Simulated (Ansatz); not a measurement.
**Eigenvalues along a path: Ru (simple hexagonal type)**

```
CELL_PARAMETERS angstrom
2.66348 0.00000 0.00000
-1.33174 2.30664 0.00000
0.00000 0.00000 2.44815
ATOMIC_POSITIONS crystal
Ru 0.00000 0.00000 0.00000
```

The cell comes from a relaxation on PAW files under the same functional, begun from a prototype that needn't be the stable phase.

Level of theory: DFT with PBE, scalar-relativistic, in Ansatz 0.2.0; a Γ-centred 17×17×15 k mesh, Fermi–Dirac smearing of 0.05 eV, no spin polarisation. LAPW: all electrons, basis error target 1 meV/atom.

Path points, in fractions of the reciprocal vectors: Γ (0.000, 0.000, 0.000), M (0.500, 0.000, 0.000), K (0.333, 0.333, 0.000), A (0.000, 0.000, 0.500), L (0.500, 0.000, 0.500), H (0.333, 0.333, 0.500). Levels in eV from the Fermi level; bands 13 to 18, counted from the lowest band of the run. The gap is zero, the pressure -0.03 GPa.

```
# k(1/Å) point b13 b14 b15 b16 b17 b18
0.000 Γ -7.35 -5.45 -2.28 -2.28 1.86 1.86
0.195 - -7.16 -5.38 -2.43 -2.12 1.72 1.84
0.389 - -6.64 -5.18 -2.76 -1.66 1.34 1.77
0.584 - -5.97 -4.90 -2.96 -0.93 0.83 1.66
0.778 - -5.45 -4.83 -2.46 -0.01 0.33 1.55
0.973 - -5.39 -4.73 -1.26 -0.09 0.94 1.46
1.167 - -5.56 -4.54 -0.36 0.01 1.39 1.71
1.362 M -5.64 -4.46 -0.46 0.60 1.37 2.02
1.474 - -5.56 -4.45 -0.44 0.27 1.33 2.39
1.587 - -5.34 -4.43 -0.40 -0.35 1.22 3.10
1.699 - -4.99 -4.40 -1.00 -0.32 1.05 3.91
1.811 - -4.54 -4.36 -1.61 -0.22 0.85 4.75
1.924 - -4.33 -4.03 -2.17 -0.09 0.63 5.62
2.036 - -4.30 -3.52 -2.66 0.06 0.42 6.51
2.148 K -4.29 -3.08 -3.08 0.23 0.23 7.43
2.373 - -4.35 -3.67 -2.67 -0.02 0.59 5.35
2.598 - -4.55 -3.92 -3.01 -0.03 0.95 3.29
2.822 - -4.94 -3.83 -3.79 0.20 1.27 1.36
3.047 - -5.58 -4.57 -3.46 -0.25 0.65 1.54
3.272 - -6.42 -5.07 -2.94 -1.40 1.20 1.72
3.496 - -7.10 -5.36 -2.47 -2.07 1.67 1.83
3.721 Γ -7.35 -5.45 -2.28 -2.28 1.86 1.86
3.904 - -7.20 -5.27 -2.25 -2.25 1.69 1.69
4.088 - -6.78 -4.69 -2.16 -2.16 1.21 1.21
4.271 - -6.22 -3.73 -2.02 -2.02 0.59 0.59
4.454 - -5.63 -2.51 -1.86 -1.86 -0.04 -0.04
4.638 - -5.06 -1.72 -1.72 -1.30 -0.56 -0.56
4.821 - -4.62 -1.62 -1.62 -0.90 -0.90 -0.44
5.004 A -4.45 -1.58 -1.58 -1.02 -1.02 -0.14
5.199 - -4.25 -1.97 -1.68 -1.43 -1.07 0.91
5.393 - -3.72 -3.11 -1.87 -1.22 -0.99 2.35
5.588 - -4.11 -3.37 -1.58 -1.42 -0.30 3.77
5.783 - -4.92 -3.60 -1.64 -0.38 0.54 5.05
5.977 - -5.51 -3.94 -1.83 1.21 1.39 6.02
6.172 - -5.87 -4.19 -1.95 2.06 2.75 6.60
6.366 L -5.99 -4.28 -2.00 2.31 3.52 6.78
6.479 - -5.96 -4.20 -2.11 2.10 3.50 6.95
6.591 - -5.87 -3.96 -2.41 1.60 3.44 7.40
6.703 - -5.73 -3.59 -2.83 0.96 3.36 8.07
6.816 - -5.53 -3.32 -3.10 0.29 3.25 8.86
6.928 - -5.28 -3.80 -2.53 -0.34 3.13 9.65
7.040 - -4.98 -4.25 -1.95 -0.92 3.04 10.29
7.153 H -4.64 -4.64 -1.42 -1.42 2.99 10.54
7.377 - -5.18 -3.89 -2.18 -0.88 3.16 9.71
7.602 - -5.33 -3.09 -2.58 -1.11 3.15 8.11
7.827 - -5.07 -2.65 -2.35 -1.76 2.09 6.36
8.051 - -4.42 -2.58 -2.43 -1.74 0.53 4.58
8.276 - -3.46 -3.42 -2.07 -1.32 -0.69 2.83
8.501 - -4.18 -2.15 -1.72 -1.37 -1.09 1.13
8.725 A -4.45 -1.58 -1.58 -1.02 -1.02 -0.14
```
